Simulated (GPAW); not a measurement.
The system is AlN.

```
CELL_PARAMETERS angstrom
0.00000 2.18399 2.18399
2.18399 0.00000 2.18399
2.18399 2.18399 0.00000
ATOMIC_POSITIONS crystal
Al 0.00000 0.00000 0.00000
N 0.75000 0.75000 0.75000
```

Measurements of this composition are mostly on another form, of space group No. 186.

Base run:

| Quantity | Value |
| --- | --- |
| Program | GPAW 26.7.0 |
| Functional | LDA |
| Potentials or basis | the program's PAW data sets (release 1.2.1) made for this functional |
| Cutoff | 800 eV |
| Basis | pw |
| k mesh | 10 × 10 × 10 |
| Occupations | fermi-dirac, width 0.05 eV |
| Spin | no spin polarisation |

Its results: band gap on the k mesh 3.24 eV, indirect (least direct gap 4.27 eV); pressure -2.9 GPa.

Q: The run is repeated on the same cell with these changes: potentials or basis from the program's PAW data sets (release 1.2.1) made for this functional to JTH PAW 2.0, LDA. What comes out?

A: Band gap on the k mesh 3.23 eV, indirect (least direct gap 4.22 eV); pressure -4.2 GPa.

Caveats: the program truncates these outside data sets (some runs).

Not every run made on this cell is shown here.
